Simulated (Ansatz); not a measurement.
# CaSe (CsCl type): maximally localised Wannier functions

Where do the localised orbitals of CaSe (CsCl type) sit, how far are they spread, and how do the settings change that? The runs, in order: PBE, anion s p, 4×4×4; PBE, anion s p, 6×6×6; PBE, anion p, 4×4×4; PBE, cation s and anion p, disentangled, 4×4×4; r2SCAN, anion s p, 4×4×4; r2SCAN, cation s and anion p, disentangled, 4×4×4; r2SCAN, anion p, 4×4×4; HSE06, anion s p, 4×4×4; HSE06, cation s and anion p, disentangled, 4×4×4 (level, trial orbitals, Wannier mesh).

Method: plane waves, PAW, in Ansatz 0.2.0.

2 further runs of the same task are left out: 2 that didn't finish.

**1. The structure to begin with**

It takes space group Pm-3m (No. 221, cubic). Conventional cell: a = 3.635 Å, b = 3.635 Å, c = 3.635 Å, α = 90.00°, β = 90.00°, γ = 90.00°. Ca (site symmetry m-3m) is surrounded by 8 Se at 3.15 Å. Se (site symmetry m-3m) is surrounded by 8 Ca at 3.15 Å.

Coordinates:

```xyz
2
Lattice="3.6348 0.0000 0.0000 0.0000 3.6348 0.0000 0.0000 0.0000 3.6348" Properties=species:S:1:pos:R:3 pbc="T T T"
Ca    0.0000    0.0000    0.0000
Se    1.8174    1.8174    1.8174
```

Cell and atoms come from an earlier r2SCAN relaxation.

**2. PBE, anion s p, 4×4×4**

input.yaml reads:

```yaml
crystal:
  lattice:
    - [3.6347849234, 0.0, 0.0]
    - [0.0, 3.6347849234, 0.0]
    - [0.0, 0.0, 3.6347849234]
  atoms:
    - { symbol: Ca, position: [0.0, 0.0, 0.0] }
    - { symbol: Se, position: [0.5, 0.5, 0.5] }
kpoints:
  mp_grid: { grid: [6, 6, 6] }
  band_path:
    path:
      - [[0.0, 0.0, 0.0], [-3.662413623171e-51, 0.5, -2.534570614994e-69], [0.5, 0.5, 4.415506430571e-35], [0.0, 0.0, 0.0], [0.5, 0.5, 0.5], [-3.662413623171e-51, 0.5, -2.534570614994e-69]]
      - [[0.5, 0.5, 0.5], [0.5, 0.5, 4.415506430571e-35]]
    npoints: 10
hamiltonian:
  xc: pbe
scf:
  occupations: { method: fixed }
  n_extra_bands: 6
output:
  forces: false
  stress: false
  eigenvalues: true
  wannier:
    kmesh: [4, 4, 4]
    projections: [{ species: Se, l: s, shell: 4 }, { species: Se, l: p, shell: 4 }]
    minimise: true
    write_hr: true
    conv_tol: 1.0e-08
    max_iter: 3000
```

Run with:

```
$ ansatz run input.yaml --threads 4 --pin off --max-ram 3686MiB --backend cpu --events-out ev --progress --plain --runs-dir out
```

Further steps of the session: PBE, anion s p, 6×6×6; PBE, anion p, 4×4×4; PBE, cation s and anion p, disentangled, 4×4×4; r2SCAN, anion s p, 4×4×4; r2SCAN, cation s and anion p, disentangled, 4×4×4; r2SCAN, anion p, 4×4×4; HSE06, anion s p, 4×4×4; HSE06, cation s and anion p, disentangled, 4×4×4.

**Question.** What will the summary of the whole plan be? Wanted: total spread, PBE, anion s p, 4×4×4; total spread, PBE, anion s p, 6×6×6; total spread, PBE, anion p, 4×4×4; total spread, PBE, cation s and anion p, disentangled, 4×4×4; total spread, r2SCAN, anion s p, 4×4×4; total spread, r2SCAN, cation s and anion p, disentangled, 4×4×4; total spread, r2SCAN, anion p, 4×4×4; total spread, HSE06, anion s p, 4×4×4; total spread, HSE06, cation s and anion p, disentangled, 4×4×4.

As calculated:

```
                                                       quantity                                 value
                            total spread, PBE, anion s p, 4×4×4              7.24 Å² over 4 functions
                            total spread, PBE, anion s p, 6×6×6              7.88 Å² over 4 functions
                              total spread, PBE, anion p, 4×4×4              7.09 Å² over 3 functions
   total spread, PBE, cation s and anion p, disentangled, 4×4×4              9.63 Å² over 4 functions
                         total spread, r2SCAN, anion s p, 4×4×4              6.98 Å² over 4 functions
total spread, r2SCAN, cation s and anion p, disentangled, 4×4×4              9.65 Å² over 4 functions
                           total spread, r2SCAN, anion p, 4×4×4              6.85 Å² over 3 functions
                          total spread, HSE06, anion s p, 4×4×4              6.97 Å² over 4 functions
 total spread, HSE06, cation s and anion p, disentangled, 4×4×4             10.13 Å² over 4 functions
                                       centres of the first set  0.55 to 0.57 Å from the nearest atom
```

In words: With PBE, anion s p, 4×4×4 the 4 functions move off the atoms, with a mean spread of 1.81 Å²; 84 % of the total is gauge invariant. The total spread goes from 7.24 Å² on 4×4×4 to 7.88 Å² on 6×6×6: finite differences in k understate it on coarse meshes, while the largest miss of a band goes from 0.19 to 0.08 eV. On one set and mesh the functional gives 7.24 (PBE), 6.98 (r2SCAN), 6.97 (HSE06) Å². The disentangled models miss some band by up to 4.0 eV, which may lie outside their frozen windows.
